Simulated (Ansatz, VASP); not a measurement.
Given: the input of a run of VASP 6.6.1 on BeTe.

File INCAR:

```
SYSTEM = BeTe
  ALGO = Normal
  EDIFF = 1E-7
  ENCUT = 520
  GGA = PE
  ISIF = 2
  ISMEAR = -1
  LASPH = .TRUE.
  LCHARG = .TRUE.
  LELF = .TRUE.
  LREAL = .FALSE.
  LVHAR = .TRUE.
  LWAVE = .FALSE.
  NBANDS = 11
  NELM = 60
  PREC = Accurate
  SIGMA = 0.05
```

The input KPOINTS:

```
k-points
0
G
  8 8 8
  0 0 0
```

File POSCAR:

```
BeTe
1.0
    1.7870000000     -4.7974500000      0.0000000000
    1.7870000000      4.7974500000      0.0000000000
    0.0000000000      0.0000000000      3.5691500000
Be Te
1 1
Direct
    0.5000000000      0.5000000000      0.5000000000
    0.0000000000      0.0000000000      0.0000000000
```

Potentials or basis: VASP PAW PBE potentials, release 64 (Be, Te).

Run with:

```sh
$ cat potpaw_PBE.64/Be/POTCAR potpaw_PBE.64/Te/POTCAR > POTCAR
$ mpirun -np 1 vasp_std > vasp.out
```

Q: Set up the same calculation for Ansatz 0.2.0. Potentials there: Ansatz PAW.

A: As run (the cutoff follows the program's own potentials):

The input input.yaml:

```yaml
crystal:
  lattice:
    - [1.787, -4.79745, 0.0]
    - [1.787, 4.79745, 0.0]
    - [0.0, 0.0, 3.56915]
  atoms:
    - { symbol: Be, position: [0.5, 0.5, 0.5] }
    - { symbol: Te, position: [0.0, 0.0, 0.0] }
hamiltonian:
  xc: pbe
  pseudopotentials: { kind: paw }
kpoints:
  mp_grid: { grid: [8, 8, 8] }
scf:
  occupations: { method: fermi_dirac, width: 0.05 }
output:
  forces: true
  stress: true
  eigenvalues: true
```

Potentials or basis: Ansatz PAW.

Run with:

```console
$ ansatz run input.yaml --threads 1 --pin off --max-ram 3584MiB --backend cpu --events-out ev --progress --plain --runs-dir out
```

Both were run:

|  | VASP | Ansatz | Ansatz less VASP |
| --- | --- | --- | --- |
| gap on the k mesh at the Fermi level (eV) | none | none | - |
| pressure (GPa) | 0.1 | 0.0 | -0.08 |
| largest component of the traceless stress (GPa) | 0.09 | 0.04 | -0.047 |

A gap of «none» marks a metal or a gap that the smearing closes. With one functional, cell and mesh, what is left measures potentials, basis and numerics. The two sets of potentials don't hold the same shells in valence.

Spin-orbit coupling is left out, which matters for the levels of Te.
